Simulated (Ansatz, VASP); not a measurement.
## RbBr in VASP and in Ansatz

File INCAR:

```
SYSTEM = RbBr
PREC = Accurate
ENCUT = 520
EDIFF = 1E-6
ISMEAR = 0
SIGMA = 0.01
LREAL = .FALSE.
LASPH = .TRUE.
NELM = 100
ALGO = Normal
ISIF = 2
LWAVE = .FALSE.
LCHARG = .TRUE.
GGA = PE
LELF = .TRUE.
LVHAR = .TRUE.
NBANDS = 15
```

The input KPOINTS:

```
regular mesh
0
G
  3 3 3
  0 0 0
```

File POSCAR:

```
RbBr
1.0
    0.0000000000      3.4270000000      3.4270000000
    3.4270000000      0.0000000000      3.4270000000
    3.4270000000      3.4270000000      0.0000000000
Rb Br
1 1
Direct
    0.9936000000      0.0126600000      0.0080500000
    0.5428800000      0.4816000000      0.4566300000
```

Input for Ansatz:

```yaml
crystal:
  lattice:
    - [0.0, 3.427, 3.427]
    - [3.427, 0.0, 3.427]
    - [3.427, 3.427, 0.0]
  atoms:
    - { symbol: Rb, position: [0.9936, 0.01266, 0.00805] }
    - { symbol: Br, position: [0.54288, 0.4816, 0.45663] }
basis:
  ecutwfc: 540.0
  xc_grid: 2
kpoints:
  mp_grid:
    grid: [3, 3, 3]
hamiltonian:
  xc: pbe
scf:
  convergence:
    dr2_threshold: 1.0e-09
  occupations:
    method: fixed
output:
  forces: true
  stress: true
```

Alike in both runs: task single point; functional PBE; k mesh 3 × 3 × 3; no spin polarisation.

|  | VASP | Ansatz |
| --- | --- | --- |
| version | VASP 6.6.1 | Ansatz 0.2.0 |
| potentials or method | VASP PAW PBE potentials, release 64 (Rb_sv, Br) | plane waves, PAW |
| plane-wave cutoff (eV) | 520 | 540 |
| occupations | gaussian, width 0.01 eV | fixed |
| valence electrons in the cell | 16 | 16 |

|  | VASP | Ansatz | Ansatz less VASP |
| --- | --- | --- | --- |
| pressure (GPa) | 1.5 | 1.4 | -0.03 |
| largest component of the traceless stress (GPa) | 1.03 | 1.02 | -0.012 |
| rms of the force components (eV/Å) | 0.254 | 0.251 | -0.0028 |

Atom by atom the forces differ by 0.003 eV/Å (rms over components). Ansatz warned: «stress_scf_threshold_loose».

Caveats: the k mesh is coarse (spacing up to 0.53 Å⁻¹), so the values aren't converged.
